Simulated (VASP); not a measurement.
# Na (P6_3/mmc) in VASP: a series of runs, part 2 of 3

VASP 6.6.1. The steps go on from the part before.

### 3 Single point, PBE

Input file INCAR:

```
SYSTEM = Na
PREC     = Accurate       ! precision mode
ENCUT    = 460            ! plane-wave cutoff, eV
EDIFF    = 1E-6           ! SCF threshold, eV
ISMEAR   = 0              ! smearing method
SIGMA    = 0.1            ! smearing width, eV
LREAL    = .FALSE.        ! projectors in reciprocal space
LASPH    = .TRUE.         ! aspherical terms in the spheres
NELM     = 100            ! most SCF steps
ALGO     = Normal         ! electronic algorithm
ISIF     = 2              ! what is computed and relaxed
LWAVE    = .FALSE.        ! write WAVECAR
LCHARG   = .FALSE.        ! write CHGCAR
GGA      = PE             ! functional
NBANDS   = 14             ! bands
ADDGRID  = .FALSE.
```

Input file KPOINTS:

```
regular mesh
0
G
  5 5 3
  0 0 0
```

Input file POSCAR:

```
Na
1.0
    3.7670000000      0.0000000000      0.0000000000
   -1.8835000000      3.2623176961      0.0000000000
    0.0000000000      0.0000000000      6.1540000000
Na
2
Direct
    0.6607270000      0.3253030000      0.7651560000
    0.3322080000      0.6634530000      0.2738460000
```

Potentials or basis: VASP PAW PBE potentials, release 64 (Na_pv).

Launch:

```
$ cat potpaw_PBE.64/Na_pv/POTCAR > POTCAR
$ mpirun -np 1 vasp_std > vasp.out
```

OUTCAR:

```text
SYSTEM = Na
   PREC = Accurate
   ENCUT = 460
   EDIFF = 1E-6
   ISMEAR = 0
   LREAL = .FALSE.
   LASPH = .TRUE.
   NELM = 100
   ISIF = 2
   GGA = PE

 Found     38 irreducible k-points:

 Following reciprocal coordinates:
            Coordinates               Weight
  0.000000  0.000000  0.000000      1.000000
  0.200000 -0.000000  0.000000      2.000000
  0.000000  0.200000  0.000000      2.000000
 -0.200000  0.200000  0.000000      2.000000
  0.400000 -0.000000  0.000000      2.000000
  0.000000  0.400000  0.000000      2.000000
   k-points           NKPTS =     38   k-points in BZ     NKDIM =     38   number of bands    NBANDS=     14
   number of dos      NEDOS =    301   number of ions     NIONS =      2
   total plane-waves  NPLWV =  37632
   dimension x,y,z NGX =    28 NGY =   28 NGZ =   48
   dimension x,y,z NGXF=    56 NGYF=   56 NGZF=   96
   ions per type =               2
   NGX,Y,Z   is equivalent  to a cutoff of  12.36, 12.36, 12.97 a.u.
   NGXF,Y,Z  is equivalent  to a cutoff of  24.71, 24.71, 25.93 a.u.
 SYSTEM =  Na
   PREC   = accura    normal or accurate (medium, high low for compatibility)
   ISTART =      0    job   : 0-new  1-cont  2-samecut
   ICHARG =      2    charge: 1-file 2-atom 10-const
   ISPIN  =      1    spin polarized calculation?
   LNONCOLLINEAR =      F non collinear calculations
   LSORBIT =      F    spin-orbit coupling
   LASPH  =      T    aspherical Exc in radial PAW
   ENCUT  =  460.0 eV  33.81 Ry    5.81 a.u.   6.59  6.59 10.76*2*pi/ulx,y,z
   NELM   =    100;   NELMIN=  2; NELMDL= -5     # of ELM steps
   EDIFF  = 0.1E-05   stopping-criterion for ELM
   LREAL  =      F    real-space projection
   EDIFFG = 0.1E-04   stopping-criterion for IOM
   NSW    =      0    number of steps for IOM
   IBRION =     -1    ionic relax: 0-MD 1-quasi-New 2-CG
   NFREE  =      0    steps in history (QN), initial steepest desc. (CG)
   ISIF   =      2    stress and relaxation
   ISYM   =      2    0-nonsym 1-usesym 2-fastsym
   POTIM  = 0.5000    time-step for ionic-motion
   TEBEG  =    0.0;   TEEND  =   0.0 temperature during run
   PSTRESS=    0.0 pullay stress
   NELECT =      14.0000    total number of electrons
   NUPDOWN=      -1.0000    fix difference up-down
   EMIN   =  10.00;   EMAX   =-10.00  energy-range for DOS
   EFERMI =   0.00;   METHOD = LEGACY
   ISMEAR =     0;   SIGMA  =   0.10  broadening in eV -4-tet -1-fermi 0-gaus
   EFERMI_NEDOS =   21; number of points for ismear=-14 and -15
   IALGO  =     38    algorithm
   IMIX   =      4    mixing-type and parameters
     AMIX     =   0.40;   BMIX     =  1.00
     AMIX_MAG =   1.60;   BMIX_MAG =  1.00
  volume/ion in A,a.u.               =      37.81       255.18
  Fermi-wavevector in a.u.,A,eV,Ry     =   0.933020  1.763153 11.844235  0.870527
  Thomas-Fermi vector in A             =   2.059678
   LORBIT       =      0    0 simple, 1 ext, 2 COOP (PROOUT), +10 PAW based schemes
   GGA     = PE    functional components
   LHFCALC =     F    Hartree Fock is set to
   AEXX    =    0.0000 exact exchange contribution
   IVDW    =     0    specifies the selected vdW correction
   LEPSILON=     F    determine dielectric tensor
   LRPA    =     F    only Hartree local field effects (RPA)
 non-spin polarized calculation
 Gauss-broadening in eV      SIGMA  =   0.10
  energy-cutoff  :      460.00
  volume of cell :       75.63
 maximum number of plane-waves:      1737
 NGX is ok and might be reduce to    28
   NGX = 13   NGY = 13   NGZ = 21

 number of electron      13.9999997 magnetization

 Free energy of the ion-electron system (eV)
  ---------------------------------------------------
  ext. energy  EPLUGINS =         0.00000000
  ---------------------------------------------------
  free energy    TOTEN  =        -2.68560583 eV

  energy without entropy =       -2.67737851  energy(sigma->0) =       -2.68149217

 E-fermi :   0.4669     XC(G=0):  -6.4502

 val. band max:       -0.2427056611   @ k =   0.4000  -0.0000   0.3333
 cond. band min:       0.4973016497   @ k =  -0.2000   0.4000   0.3333
 fundamental gap:      0.7400073107
 Fermi energy:         0.4669309540

 k-point     1 :       0.0000    0.0000    0.0000
  band No.  band energies     occupation
      1     -24.6724      2.00000
      2     -24.6449      2.00000
      3     -24.6445      2.00000
      4     -24.6401      2.00000
      5     -24.6401      2.00000
      6     -24.6398      2.00000
      7      -2.9662      2.00000
      8       0.8243      0.00000
      9       1.2084      0.00000
     10      10.1396      0.00000
     11      10.1474      0.00000
     12      10.4758      0.00000
     13      10.4895      0.00000
     14      10.6399      0.00000

 k-point     2 :       0.2000   -0.0000    0.0000
  band No.  band energies     occupation
      1     -24.6685      2.00000
      2     -24.6530      2.00000
      3     -24.6485      2.00000
      4     -24.6474      2.00000
      5     -24.6416      2.00000
      6     -24.6413      2.00000
      7      -2.3846      2.00000
      8       1.3448      0.00000
      9       1.7689      0.00000
     10       5.9185      0.00000
     11       8.3946      0.00000
     12       8.4588      0.00000
     13       9.2679      0.00000
     14      10.5034      0.00000

 k-point     3 :       0.0000    0.2000    0.0000
  band No.  band energies     occupation
      1     -24.6684      2.00000
      2     -24.6532      2.00000
      3     -24.6486      2.00000
      4     -24.6471      2.00000
      5     -24.6415      2.00000
      6     -24.6414      2.00000
      7      -2.3846      2.00000
      8       1.3448      0.00000
      9       1.7685      0.00000
     10       5.9219      0.00000
     11       8.3944      0.00000
     12       8.4635      0.00000
     13       9.2660      0.00000
     14      10.4823      0.00000

 k-point     4 :      -0.2000    0.2000    0.0000
  band No.  band energies     occupation
      1     -24.6685      2.00000
      2     -24.6531      2.00000
      3     -24.6486      2.00000
      4     -24.6472      2.00000
      5     -24.6415      2.00000
      6     -24.6414      2.00000
      7      -2.3846      2.00000
      8       1.3448      0.00000
      9       1.7687      0.00000
     10       5.9202      0.00000
     11       8.3943      0.00000
     12       8.4614      0.00000
     13       9.2669      0.00000
     14      10.4926      0.00000

 k-point     5 :       0.4000   -0.0000    0.0000
  band No.  band energies     occupation
      1     -24.6670      2.00000
      2     -24.6626      2.00000
      3     -24.6598      2.00000
      4     -24.6514      2.00000
      5     -24.6457      2.00000
      6     -24.6442      2.00000
      7      -0.6774      2.00000
      8       2.0096      0.00000
      9       2.9156      0.00000
     10       3.5847      0.00000
     11       5.5564      0.00000
     12       5.9731      0.00000
     13       7.4372      0.00000
     14       8.4785      0.00000

 k-point     6 :       0.0000    0.4000    0.0000
  band No.  band energies     occupation
      1     -24.6672      2.00000
      2     -24.6627      2.00000
      3     -24.6595      2.00000
      4     -24.6512      2.00000
      5     -24.6461      2.00000
      6     -24.6441      2.00000
      7      -0.6775      2.00000
      8       2.0067      0.00000
      9       2.9154      0.00000
     10       3.5914      0.00000
     11       5.5558      0.00000
     12       5.9780      0.00000
     13       7.4372      0.00000
     14       8.4593      0.00000

 [... further k-points ...]

------------------------ aborting loop because EDIFF is reached ----------------------------------------

  FORCE on cell =-STRESS in cart. coord.  units (eV):
  Direction    XX          YY          ZZ          XY          YZ          ZX
  --------------------------------------------------------------------------------------
  -------------------------------------------------------------------------------------
  Total       -0.1490086     -0.1386085     -0.0957368     -0.0033329      0.0003671      0.0003910
  in kB       -3.1567665     -2.9364389     -2.0281978     -0.0706072      0.0077771      0.0082837
  external PRESSURE =      -2.7071344 kB  Pullay stress =       0.0000000 kB

 VOLUME and BASIS-vectors are now :
 -----------------------------------------------------------------------------
  energy-cutoff  :      460.00
  volume of cell :       75.63
      direct lattice vectors                 reciprocal lattice vectors
     3.767000000  0.000000000  0.000000000     0.265463233  0.153265269  0.000000000
    -1.883500000  3.262317696  0.000000000     0.000000000  0.306530538  0.000000000
     0.000000000  0.000000000  6.154000000     0.000000000  0.000000000  0.162495938

 POSITION                                       TOTAL-FORCE (eV/Angst)
 -----------------------------------------------------------------------------------
      1.87625      1.06124      4.70877         0.000929      0.002281      0.034484
      0.00181      2.16439      1.68525        -0.000929     -0.002281     -0.034484
 -----------------------------------------------------------------------------------
    total drift:                               -0.000048      0.000082     -0.000053

  FREE ENERGIE OF THE ION-ELECTRON SYSTEM (eV)
  ---------------------------------------------------
  free  energy   TOTEN  =        -2.6856058306 eV

  energy  without entropy=       -2.6773785088  energy(sigma->0) =       -2.68149217
```

It took 19 s on 1 thread of Intel Xeon Platinum 8488C (Sapphire Rapids), shared host; peak memory 0.18 GiB.

The run converged, but some of its settings lie outside the range that counts as converged, so its numbers aren't taken as properties of the crystal.

Results:

```
Free energy            : -2.6856 eV
Pressure               : -0.3 GPa
Largest force          : 0.035 eV/Å
Band gap on the k mesh : none (metal or under the smearing width)
```

Caveat: the k mesh is coarse (spacing up to 0.39 Å⁻¹), so the values aren't converged.

### 4 Single point, PBE

Changes to INCAR since step 3:

```diff
@@ -5,3 +5,3 @@
 ISMEAR   = 0              ! smearing method
-SIGMA    = 0.1            ! smearing width, eV
+SIGMA    = 0.05           ! smearing width, eV
 LREAL    = .FALSE.        ! projectors in reciprocal space
```

KPOINTS is that of step 3.

Input file POSCAR:

```
Na
1.0
    3.7670000000      0.0000000000      0.0000000000
   -1.8835000000      3.2623176961      0.0000000000
    0.0000000000      0.0000000000      6.1540000000
Na
2
Direct
    0.6666666667      0.3333333333      0.7500000000
    0.3333333333      0.6666666667      0.2500000000
```

Potentials or basis: VASP PAW PBE potentials, release 64 (Na_pv).

Launch:

```
$ cat potpaw_PBE.64/Na_pv/POTCAR > POTCAR
$ mpirun -np 1 vasp_std > vasp.out
```

OUTCAR:

```text
SYSTEM = Na
   PREC = Accurate
   ENCUT = 460
   EDIFF = 1E-6
   ISMEAR = 0
   LREAL = .FALSE.
   LASPH = .TRUE.
   NELM = 100
   ISIF = 2
   GGA = PE

 Found     10 irreducible k-points:

 Following reciprocal coordinates:
            Coordinates               Weight
  0.000000  0.000000  0.000000      1.000000
  0.200000 -0.000000  0.000000      6.000000
  0.400000 -0.000000  0.000000      6.000000
  0.200000  0.200000  0.000000      6.000000
  0.400000  0.200000  0.000000      6.000000
  0.000000  0.000000  0.333333      2.000000
   k-points           NKPTS =     10   k-points in BZ     NKDIM =     10   number of bands    NBANDS=     14
   number of dos      NEDOS =    301   number of ions     NIONS =      2
   total plane-waves  NPLWV =  37632
   dimension x,y,z NGX =    28 NGY =   28 NGZ =   48
   dimension x,y,z NGXF=    56 NGYF=   56 NGZF=   96
   ions per type =               2
   NGX,Y,Z   is equivalent  to a cutoff of  12.36, 12.36, 12.97 a.u.
   NGXF,Y,Z  is equivalent  to a cutoff of  24.71, 24.71, 25.93 a.u.
 SYSTEM =  Na
   PREC   = accura    normal or accurate (medium, high low for compatibility)
   ISTART =      0    job   : 0-new  1-cont  2-samecut
   ICHARG =      2    charge: 1-file 2-atom 10-const
   ISPIN  =      1    spin polarized calculation?
   LNONCOLLINEAR =      F non collinear calculations
   LSORBIT =      F    spin-orbit coupling
   LASPH  =      T    aspherical Exc in radial PAW
   ENCUT  =  460.0 eV  33.81 Ry    5.81 a.u.   6.59  6.59 10.76*2*pi/ulx,y,z
   NELM   =    100;   NELMIN=  2; NELMDL= -5     # of ELM steps
   EDIFF  = 0.1E-05   stopping-criterion for ELM
   LREAL  =      F    real-space projection
   EDIFFG = 0.1E-04   stopping-criterion for IOM
   NSW    =      0    number of steps for IOM
   IBRION =     -1    ionic relax: 0-MD 1-quasi-New 2-CG
   NFREE  =      0    steps in history (QN), initial steepest desc. (CG)
   ISIF   =      2    stress and relaxation
   ISYM   =      2    0-nonsym 1-usesym 2-fastsym
   POTIM  = 0.5000    time-step for ionic-motion
   TEBEG  =    0.0;   TEEND  =   0.0 temperature during run
   PSTRESS=    0.0 pullay stress
   NELECT =      14.0000    total number of electrons
   NUPDOWN=      -1.0000    fix difference up-down
   EMIN   =  10.00;   EMAX   =-10.00  energy-range for DOS
   EFERMI =   0.00;   METHOD = LEGACY
   ISMEAR =     0;   SIGMA  =   0.05  broadening in eV -4-tet -1-fermi 0-gaus
   EFERMI_NEDOS =   21; number of points for ismear=-14 and -15
   IALGO  =     38    algorithm
   IMIX   =      4    mixing-type and parameters
     AMIX     =   0.40;   BMIX     =  1.00
     AMIX_MAG =   1.60;   BMIX_MAG =  1.00
  volume/ion in A,a.u.               =      37.81       255.18
  Fermi-wavevector in a.u.,A,eV,Ry     =   0.933020  1.763153 11.844235  0.870527
  Thomas-Fermi vector in A             =   2.059678
   LORBIT       =      0    0 simple, 1 ext, 2 COOP (PROOUT), +10 PAW based schemes
   GGA     = PE    functional components
   LHFCALC =     F    Hartree Fock is set to
   AEXX    =    0.0000 exact exchange contribution
   IVDW    =     0    specifies the selected vdW correction
   LEPSILON=     F    determine dielectric tensor
   LRPA    =     F    only Hartree local field effects (RPA)
 non-spin polarized calculation
 Gauss-broadening in eV      SIGMA  =   0.05
  energy-cutoff  :      460.00
  volume of cell :       75.63
 maximum number of plane-waves:      1737
 NGX is ok and might be reduce to    28
   NGX = 13   NGY = 13   NGZ = 21

 number of electron      14.0000011 magnetization

 Free energy of the ion-electron system (eV)
  ---------------------------------------------------
  ext. energy  EPLUGINS =         0.00000000
  ---------------------------------------------------
  free energy    TOTEN  =        -2.68245173 eV

  energy without entropy =       -2.67833807  energy(sigma->0) =       -2.68039490

 E-fermi :   0.4812     XC(G=0):  -6.4505

 val. band max:       -0.2421660673   @ k =   0.4000  -0.0000   0.3333
 cond. band min:       0.4964732124   @ k =   0.2000   0.2000   0.3333
 fundamental gap:      0.7386392797
 Fermi energy:         0.4812447028

 k-point     1 :       0.0000    0.0000    0.0000
  band No.  band energies     occupation
      1     -24.6719      2.00000
      2     -24.6443      2.00000
      3     -24.6443      2.00000
      4     -24.6397      2.00000
      5     -24.6397      2.00000
      6     -24.6394      2.00000
      7      -2.9660      2.00000
      8       0.8234      0.00000
      9       1.2086      0.00000
     10      10.1444      0.00000
     11      10.1445      0.00000
     12      10.4840      0.00000
     13      10.4841      0.00000
     14      10.6378      0.00000

 k-point     2 :       0.2000   -0.0000    0.0000
  band No.  band energies     occupation
      1     -24.6679      2.00000
      2     -24.6527      2.00000
      3     -24.6483      2.00000
      4     -24.6469      2.00000
      5     -24.6412      2.00000
      6     -24.6411      2.00000
      7      -2.3844      2.00000
      8       1.3439      0.00000
      9       1.7690      0.00000
     10       5.9207      0.00000
     11       8.3953      0.00000
     12       8.4618      0.00000
     13       9.2660      0.00000
     14      10.4935      0.00000

 k-point     3 :       0.4000   -0.0000    0.0000
  band No.  band energies     occupation
      1     -24.6666      2.00000
      2     -24.6619      2.00000
      3     -24.6596      2.00000
      4     -24.6509      2.00000
      5     -24.6456      2.00000
      6     -24.6438      2.00000
      7      -0.6772      2.00000
      8       2.0085      0.00000
      9       2.9145      0.00000
     10       3.5884      0.00000
     11       5.5551      0.00000
     12       5.9760      0.00000
     13       7.4378      0.00000
     14       8.4699      0.00000

 k-point     4 :       0.2000    0.2000    0.0000
  band No.  band energies     occupation
      1     -24.6616      2.00000
      2     -24.6601      2.00000
      3     -24.6598      2.00000
      4     -24.6506      2.00000
      5     -24.6462      2.00000
      6     -24.6443      2.00000
      7      -1.2402      2.00000
      8       2.3897      0.00000
      9       2.7517      0.00000
     10       4.1190      0.00000
     11       4.6805      0.00000
     12       7.5840      0.00000
     13       7.7804      0.00000
     14       8.2362      0.00000

 k-point     5 :       0.4000    0.2000    0.0000
  band No.  band energies     occupation
      1     -24.6663      2.00000
      2     -24.6614      2.00000
      3     -24.6562      2.00000
      4     -24.6552      2.00000
      5     -24.6498      2.00000
      6     -24.6487      2.00000
      7       0.9148      0.00000
      8       1.0371      0.00000
      9       3.5255      0.00000
     10       4.4884      0.00000
     11       4.5047      0.00000
     12       4.9225      0.00000
     13       5.9909      0.00000
     14       7.1512      0.00000

 k-point     6 :       0.0000    0.0000    0.3333
  band No.  band energies     occupation
      1     -24.6637      2.00000
      2     -24.6476      2.00000
      3     -24.6431      2.00000
      4     -24.6431      2.00000
      5     -24.6409      2.00000
      6     -24.6409      2.00000
      7      -2.5114      2.00000
      8      -1.1709      2.00000
      9       3.9785      0.00000
     10       7.6354      0.00000
     11      10.4683      0.00000
     12      10.4683      0.00000
     13      10.7021      0.00000
     14      10.7021      0.00000

 [... further k-points ...]

------------------------ aborting loop because EDIFF is reached ----------------------------------------

  FORCE on cell =-STRESS in cart. coord.  units (eV):
  Direction    XX          YY          ZZ          XY          YZ          ZX
  --------------------------------------------------------------------------------------
  -------------------------------------------------------------------------------------
  Total       -0.1515677     -0.1515677     -0.1060050      0.0000000      0.0000000      0.0000000
  in kB       -3.2109812     -3.2109812     -2.2457304      0.0000000      0.0000000      0.0000000
  external PRESSURE =      -2.8892310 kB  Pullay stress =       0.0000000 kB

 VOLUME and BASIS-vectors are now :
 -----------------------------------------------------------------------------
  energy-cutoff  :      460.00
  volume of cell :       75.63
      direct lattice vectors                 reciprocal lattice vectors
     3.767000000  0.000000000  0.000000000     0.265463233  0.153265269  0.000000000
    -1.883500000  3.262317696  0.000000000     0.000000000  0.306530538  0.000000000
     0.000000000  0.000000000  6.154000000     0.000000000  0.000000000  0.162495938

 POSITION                                       TOTAL-FORCE (eV/Angst)
 -----------------------------------------------------------------------------------
      1.88350      1.08744      4.61550         0.000000     -0.000000      0.000000
     -0.00000      2.17488      1.53850        -0.000000      0.000000      0.000000
 -----------------------------------------------------------------------------------
    total drift:                                0.000000     -0.000000      0.000000

  FREE ENERGIE OF THE ION-ELECTRON SYSTEM (eV)
  ---------------------------------------------------
  free  energy   TOTEN  =        -2.6824517323 eV

  energy  without entropy=       -2.6783380705  energy(sigma->0) =       -2.68039490
```

Run time: 5.8 s. Hardware: 1 thread of Intel Xeon Platinum 8488C (Sapphire Rapids), shared host; peak memory 0.17 GiB.

The run converged, but some of its settings lie outside the range that counts as converged, so its numbers aren't taken as properties of the crystal.

What came out:

| Property | Result |
| --- | --- |
| Free energy | -2.6825 eV |
| Pressure | -0.3 GPa |
| Band gap on the k mesh | none (metal or under the smearing width) |

Caveat: the k mesh is coarse (spacing up to 0.39 Å⁻¹), so the values aren't converged.

(Part 2 of 3 ends here.)
